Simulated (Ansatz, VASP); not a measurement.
## KBr: VASP beside Ansatz

The input POSCAR:

```
KBr
1.0
    0.0000000000      3.3000000000      3.3000000000
    3.3000000000      0.0000000000      3.3000000000
    3.3000000000      3.3000000000      0.0000000000
Br K
1 1
Direct
    0.5000000000      0.5000000000      0.5000000000
    0.0000000000      0.0000000000      0.0000000000
```

The input INCAR.step1:

```
SYSTEM = KBr
PREC     = Accurate       ! precision mode
ENCUT    = 520            ! plane-wave cutoff, eV
EDIFF    = 1E-5           ! SCF threshold, eV
ISMEAR   = -1             ! smearing method
SIGMA    = 0.05           ! smearing width, eV
LREAL    = .False.        ! projectors in reciprocal space
LASPH    = .True.         ! aspherical terms in the spheres
NELM     = 100            ! most SCF steps
ALGO     = Normal         ! electronic algorithm
ISIF     = 2              ! what is computed and relaxed
LWAVE    = .True.         ! write WAVECAR
NBANDS   = 15             ! bands
GGA      = PE             ! functional
```

INCAR.step2

```
SYSTEM = KBr
PREC     = Accurate       ! precision mode
ENCUT    = 520            ! plane-wave cutoff, eV
EDIFF    = 1E-7           ! SCF threshold, eV
ISMEAR   = -1             ! smearing method
SIGMA    = 0.05           ! smearing width, eV
LREAL    = .False.        ! projectors in reciprocal space
LASPH    = .True.         ! aspherical terms in the spheres
NELM     = 100            ! most SCF steps
ALGO     = Normal         ! electronic algorithm
ISIF     = 2              ! what is computed and relaxed
LWAVE    = .False.        ! write WAVECAR
LCHARG   = .False.        ! write CHGCAR
GGA      = PE             ! functional
LHFCALC  = .True.         ! exact exchange
HFSCREEN = 0.2            ! screening, 1/A
AEXX     = 0.25           ! exact-exchange fraction
PRECFOCK = Fast         
NBANDS   = 15             ! bands
ISTART   = 1
```

Contents of KPOINTS:

```
Automatic mesh
0
Gamma
  4 4 4
  0 0 0
```

The input input.yaml:

```yaml
crystal:
  lattice:
    - [0.0, 3.3, 3.3]
    - [3.3, 0.0, 3.3]
    - [3.3, 3.3, 0.0]
  atoms:
    - { symbol: Br, position: [0.5, 0.5, 0.5] }
    - { symbol: K, position: [0.0, 0.0, 0.0] }
hamiltonian:
  xc: { exchange: pbe, correlation: pbe, exx: { coeff: 0.25, omega: 0.2 } }
  pseudopotentials: { kind: paw }
kpoints:
  mp_grid: { grid: [4, 4, 4] }
scf:
  occupations: { method: fermi_dirac, width: 0.05 }
output:
  forces: true
  stress: true
  eigenvalues: true
  write_density: true
  write_potential: true
  elf: true
  volumetric_format: npy
```

Alike in both runs: task single point; functional HSE(alpha, omega); k mesh 4 × 4 × 4; occupations fermi-dirac, width 0.05 eV; no spin polarisation.

|  | VASP | Ansatz |
| --- | --- | --- |
| version | VASP 6.6.1 | Ansatz 0.2.0 |
| potentials or method | VASP PAW PBE potentials, release 64 (Br, K_sv) | Ansatz PAW |
| plane-wave cutoff (eV) | 520 | 420 |
| valence electrons in the cell | 16 | 16 |

|  | VASP | Ansatz | Ansatz less VASP |
| --- | --- | --- | --- |
| gap on the k mesh at the Fermi level (eV) | 5.62 | 5.62 | +0.003 |
| least direct gap on the mesh (eV) | 5.62 | 5.62 | +0.003 |
| pressure (GPa) | 0.5 | 0.5 | -0.03 |

Caveats: the PAW data sets were made with another functional, which shifts forces and pressure a little (VASP); the PAW data sets come from PBE, with cores solved anew for the run's functional, which leaves a small shift of forces and pressure (Ansatz); the thresholds are loose for stress (Ansatz).
